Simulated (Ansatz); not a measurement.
## Pb in Ansatz: the effect of functional

The system is Pb.

```
CELL_PARAMETERS angstrom
2.97658 -1.71459 0.00000
2.97658 1.71459 0.00000
-2.07228 0.00000 5.97080
ATOMIC_POSITIONS crystal
Pb 0.90851 0.90851 0.72629
Pb 0.09149 0.09149 0.27371
```

This isn't the form of Pb at room conditions, which is fcc.

The cell isn't the ideal one: volume scaled by 0.94.

Alike in all runs:

| Quantity | Value |
| --- | --- |
| Program | Ansatz 0.2.0 |
| Task | single point |
| Potentials or basis | Ansatz PAW |
| k mesh | 9 × 9 × 5 |
| Occupations | fermi-dirac, width 0.05 eV |
| Spin | no spin polarisation |

```csv
functional,cutoff,pressure (GPa),largest force (eV/Å)
LDA,420 eV (not typed: the program's choice for these potentials),-0.7,0.07
PBEsol,420 eV (not typed: the program's choice for these potentials),0.9,0.04
r2SCAN,500 eV (not typed: the program's choice for these potentials),?,?
```

Task: What does the run with functional r2SCAN give?

Result: Pressure 2.6 GPa; largest force 0.04 eV/Å.

Caveats: the PAW data sets come from PBE, with cores solved anew for the run's functional, which leaves a small shift of forces and pressure.

Runs at the PBE level aren't shown here.
